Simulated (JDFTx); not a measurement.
The system is FeO (Wuestite).

```
CELL_PARAMETERS angstrom
0.00000 2.15540 2.15540
2.15540 0.00000 2.15540
2.15540 2.15540 0.00000
ATOMIC_POSITIONS crystal
Fe 0.00000 0.00000 0.00000
O 0.50000 0.50000 0.50000
```

| Property | Result |
| --- | --- |
| Program | JDFTx 1.7.0 (patched build) |
| Task | relaxation of cell and atoms |
| Functional | PBE |
| Dispersion | D3(BJ) |
| Potentials or basis | PseudoDojo-SR-PBE-0.5-standard with smoothed tails |
| Cutoff | 1225 eV |
| Density cutoff | 9796 eV |
| k mesh | 9 × 9 × 9 |
| Occupations | fermi-dirac, width 0.05 eV |
| Spin | collinear spin, ferromagnetic start |
| Starting moments | [3.0, 0.0] μB |

At the start: pressure -4.3 GPa; volume 10.01 Å³/atom.

How do energy, volume and symmetry change on relaxing?

Over 5 steps the energy falls by 3.1 meV/atom and the volume is 9.78 Å³/atom (-2.3 %); space group Fm-3m (No. 225, to 0.05 Å); moment 4.00 μB per cell.

The path:
```
step  energy change (eV)  largest force (eV/Å)  pressure (GPa)  volume (Å³)
   1              0.0000                0.0000           -4.29        20.03
   2             -0.0031                0.0000           -3.09        19.89
   3             -0.0063                0.0000            0.00        19.57
   4             -0.0063                0.0000            0.00        19.57
   5             -0.0063                0.0000            0.00        19.57
```

Final structure:
```xyz
2
Lattice="0.0000 2.1388 2.1388 2.1388 0.0000 2.1388 2.1388 2.1388 0.0000" Properties=species:S:1:pos:R:3 pbc="T T T"
Fe    0.0000    0.0000    0.0000
O     2.1388    2.1388    2.1388
```

Caveat: a cell with one magnetic atom can't hold antiferromagnetic order, which such compounds often take; pairwise dispersion overbinds metals, which lowers pressure and volume.
